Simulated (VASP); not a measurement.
Data:

```yaml
crystal:
  lattice:
    - [0.00000, 3.10444, 3.10444]
    - [3.10444, 0.00000, 3.10444]
    - [3.10444, 3.10444, 0.00000]
  atoms:
    - { symbol: Zn, position: [0.00000, 0.00000, 0.00000] }
    - { symbol: Te, position: [0.25000, 0.25000, 0.25000] }
```

The numbers are results of PBE GGA with D4 dispersion, VASP's PBE PAW potentials (set 64) (plane waves; VASP), not measurements. Numerical set-up: 520 eV cut-off, 8×8×8 Γ-centred mesh, Gaussian smearing of 0.050 eV, potentials Zn Te.

Unless said otherwise, spin-orbit coupling is left out, though it shifts the bands of the heavy elements here.

Problem. Estimate the energy per atom (σ→0), pressure, band gap (on the k-mesh) with the smallest direct gap where there is one.

Solution. 
The band gap (on the k-mesh) is 1.01 eV. The smallest direct gap (on the k-mesh) comes out as 1.01 eV and the energy per atom (σ→0) comes out as -2.924 eV/atom. The pressure is -2.50 GPa.

The absolute energy has meaning only against runs of the same code, potentials and settings.

The compound is ZnTe in the zinc blende structure. This cell is one point of a volume scan, at 1.06 of the reference volume.
